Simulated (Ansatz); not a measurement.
Runs of Ansatz 0.2.0 on C. It takes space group Fd-3m (No. 227, cubic). The conventional cell has a = 3.567 Å, b = 3.567 Å, c = 3.567 Å, α = 90.00°, β = 90.00°, γ = 90.00°. C (site symmetry -43m) has 4 C at 1.54 Å as nearest neighbours. This isn't the form of C at room conditions, which is graphite.

```tsv
task	level	cutoff (eV)	points for each segment of the path	gap on the mesh (eV)	pressure (GPa)	V0 of scaled cells (Å³/atom)	B0 (GPa)
band structure	PBE	420	14	4.15	1.8	-	-
band structure	LDA	420	14	4.11	-13.1	-	-
equation of state	LDA	420	-	-	-	5.51	467
equation of state	r2SCAN	500	-	-	-	(b)	451
band structure	r2SCAN	500	14	(c)	(a)	-	-
```

Alike in all rows: potentials or basis Ansatz PAW; no spin polarisation; cell as given; k mesh 13 × 13 × 13; smearing fermi-dirac 0.05 eV.

Problem. Estimate the missing entries.

Solution. (a) -2.4; (b) 5.64; (c) 4.36.

Caveats: the PAW data sets come from PBE, with cores solved anew for the run's functional, which leaves a small shift of forces and pressure (some runs); the PAW data sets were made with another functional, which shifts forces and pressure a little (some runs).

